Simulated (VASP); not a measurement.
# BAs, projections on local functions: which settings are enough?

BAs, F-43m (no. 216), 2 atoms in the cell. PBEsol, projections on local functions; PAW potentials As, B (PBE set). VASP 6.6.1.

Wanted: filling of the local functions (per spin) within 0.005.

POSCAR:
```
BAs
1.0
    0.0000000000      2.3885000000      2.3885000000
    2.3885000000      0.0000000000      2.3885000000
    2.3885000000      2.3885000000      0.0000000000
As B
1 1
Direct
    0.7500000000      0.7500000000      0.7500000000
    0.0000000000      0.0000000000      0.0000000000
```

The series start from Cutoff ENCUT (eV): 500; k mesh: 7 × 7 × 7. Each series keeps the choices made before it, and each single choice may use up half of a tolerance. Times cover all steps of a run.

## Cutoff ENCUT (eV)

| Cutoff ENCUT (eV) | Filling of the local functions (per spin), largest deviation | Time (s) |
|---|---|---|
| 250 | 0.0497 | 5.8 |
| 300 | 0.0361 | 5.1 |
| 350 | 0.0253 | 6.2 |
| 400 | 0.0171 | 6.8 |
| 500 | 0.0073 | 9.4 |
| 600 | 0.0026 | 11 |
| 750 (reference) | 0.0000 | 13 |

Chosen: 750; the next looser run is off by more than half of the tolerance, so convergence isn't shown beyond this value.

## k mesh

| k mesh | Filling of the local functions (per spin), largest deviation | Time (s) |
|---|---|---|
| 3 × 3 × 3 | 0.0218 | 7.7 |
| 4 × 4 × 4 | 0.0083 | 9.1 |
| 6 × 6 × 6 | 0.0014 | 11 |
| 7 × 7 × 7 | 0.0006 | 13 |
| 9 × 9 × 9 | 0.0001 | 19 |
| 11 × 11 × 11 (reference) | 0.0000 | 26 |

Chosen: 6 × 6 × 6, the loosest value from which every tighter one stays within half of the tolerance.

## All choices together

| Input | Filling of the local functions (per spin), largest deviation | Time (s) |
|---|---|---|
| program defaults, k points 0.5 per Å apart (naive) | 0.0332 | 3.4 |
| chosen settings | 0.0014 | 11 |
| reference settings throughout | 0.0000 | 26 |

The chosen settings stay within the tolerance of the reference run, but the reference itself isn't shown to be converged in: Cutoff ENCUT (eV).

## The input

INCAR.step1:
```
SYSTEM = BAs
PREC = Accurate ; ENCUT = 750
EDIFF = 1E-6 ; ISMEAR = 0
SIGMA = 0.02 ; LASPH = .TRUE.
LREAL = .FALSE. ; ALGO = Normal
NELM = 120 ; LWAVE = .TRUE.
LCHARG = .FALSE. ; NBANDS = 15
KPAR = 2 ; GGA = PS
```

INCAR.step2:
```
SYSTEM = BAs
PREC = Accurate
ENCUT = 750
EDIFF = 1E-6
ISMEAR = 0
SIGMA = 0.02
LASPH = .TRUE.
LREAL = .FALSE.
ALGO = None
NELM = 1
LCHARG = .FALSE.
NBANDS = 15
GGA = PS
ISTART = 1
LWAVE = .FALSE.
LOCPROJ = "1 : s : Pr
1 : p : Pr
2 : s : Pr
2 : p : Pr"
```

INCAR.step3:
```
SYSTEM = BAs
PREC = Accurate
ENCUT = 750
EDIFF = 1E-6
ISMEAR = 0
SIGMA = 0.02
LASPH = .TRUE.
LREAL = .FALSE.
ALGO = None
NELM = 1
LCHARG = .FALSE.
NBANDS = 15
GGA = PS
ISTART = 1
LWAVE = .FALSE.
LOCPROJ = "1 : s : Hy 1 2.0
1 : p : Hy 1 2.0
2 : s : Hy 1 2.0
2 : p : Hy 1 2.0"
```

KPOINTS:
```
Automatic mesh
0
Gamma
  6 6 6
  0 0 0
```

Commands (each step's output is kept before the next begins):
```
cat potpaw_PBE.64/As/POTCAR potpaw_PBE.64/B/POTCAR > POTCAR
cp INCAR.step1 INCAR
mpirun -np 2 vasp_std > vasp.out
cp INCAR.step2 INCAR
mpirun -np 1 vasp_std > vasp.out
cp INCAR.step3 INCAR
mpirun -np 1 vasp_std > vasp.out
```

Limits: the functions aren't orthogonal, so the fillings don't add up to the electrons.

The chosen input took VASP 6.6.1 11 s on 2 cores (Intel Xeon 6975P-C (Granite Rapids)), a shared host.

## An input that fails: projector of a shell that the potential lacks

VASP's message: LPRJ_READER: function: 1 no state with L= 3 on species As.

Changes against the starting input:
```
(step 2)
- LOCPROJ = "1 : s : Pr
1 : p : Pr
2 : s : Pr
2 : p : Pr"
+ LOCPROJ = 1 : f : Pr
```
